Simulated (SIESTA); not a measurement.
## PbS under changes of volume

One of the cells (27.984 Å³/atom); the others are scaled copies at fixed shape and fractional positions:

```
Pb S
1.0
     4.11678    0.00000    0.00000
    -2.05839    3.56524    0.00000
     0.00000    0.00000    3.81325
Pb S
1 1
Direct
  0.00000 0.00000 0.00000
  0.66667 0.33333 0.50000
```

Measurements of this composition are mostly on another form, of space group No. 225.

- Program: SIESTA 5.4.2
- Functional: PBE
- Potentials or basis: PseudoDojo 0.4 standard (PBE files)
- Basis: DZP (energy shift 0.002 Ry)
- Grid cutoff: 500 Ry
- Energy shift: 0.002 Ry
- k mesh: 8 × 8 × 7
- Occupations: fermi-dirac, width 0.05 eV
- Spin: no spin polarisation

| volume (Å³/atom) | energy over the lowest point (meV/atom) | pressure (GPa) |
| --- | --- | --- |
| 25.789 | 27.65 | 4.4 |
| 26.338 | ? | ? |
| 26.887 | 6.17 | 1.9 |
| 27.984 | 0.00 | -0.2 |
| 28.533 | 2.18 | -1.1 |
| 29.082 | 7.28 | -1.9 |

Task: What does the run at 26.338 Å³/atom give?

Result: Energy over the lowest point 14.80 meV/atom; pressure 3.1 GPa.

Worked out: A Birch-Murnaghan fit of order 3 (a polynomial in V^(-2/3)) to the other rows has its minimum at 27.91 Å³/atom with B0 = V·E''(V) = 50 GPa (rough, since the energies scatter) at fixed shape and positions, which overstates the stiffness. It gives 14.84 meV/atom at 26.338 Å³/atom, against the run's 14.80, and -dE/dV = 3.1 GPa, against 3.1.

Energies are extrapolated to zero smearing.

Caveats: semicore shells carry a single zeta, which can move pressures by several GPa and volumes by a few percent; the basis of atomic orbitals isn't converged, which shifts pressures, moduli and gaps.
